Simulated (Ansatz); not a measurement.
AlO under changes of volume

One of the cells (10.618 Å³/atom); the others are scaled copies at fixed shape and fractional positions:

```
CELL_PARAMETERS angstrom
2.76919 0.00000 0.00000
0.00000 2.76919 0.00000
0.00000 0.00000 2.76919
ATOMIC_POSITIONS crystal
Al 0.50000 0.50000 0.50000
O 0.00000 0.00000 0.00000
```

The cell was built by a generator and needn't be a form met in nature.

* Program: Ansatz 0.2.0
* Functional: PBE
* Potentials or basis: JTH PAW
* Cutoff: 1380 eV (not typed: the program's choice for these potentials)
* k mesh: 10 × 10 × 10
* Occupations: fermi-dirac, width 0.05 eV
* Spin: no spin polarisation

```csv
volume (Å³/atom),energy over the lowest point (meV/atom),pressure (GPa)
9.981,15.61,8.7
10.193,6.39,5.4
10.405,1.31,2.4
10.618,0.00,-0.3
10.830,2.16,-2.8
11.042,?,?
11.255,15.62,-7.1
```

Question: What does the run at 11.042 Å³/atom give?

Answer: Energy over the lowest point 7.46 meV/atom; pressure -5.0 GPa.

Worked out: A Birch-Murnaghan fit of order 3 (a polynomial in V^(-2/3)) to the other rows has its minimum at 10.59 Å³/atom with B0 = V·E''(V) = 131 GPa and B' = 3.6. It gives 7.44 meV/atom at 11.042 Å³/atom, against the run's 7.46, and -dE/dV = -5.1 GPa, against -5.0.

Energies are extrapolated to zero smearing.

Caveats: an odd number of electrons without spin polarisation forces a metal; a magnetic or distorted state may lie lower.
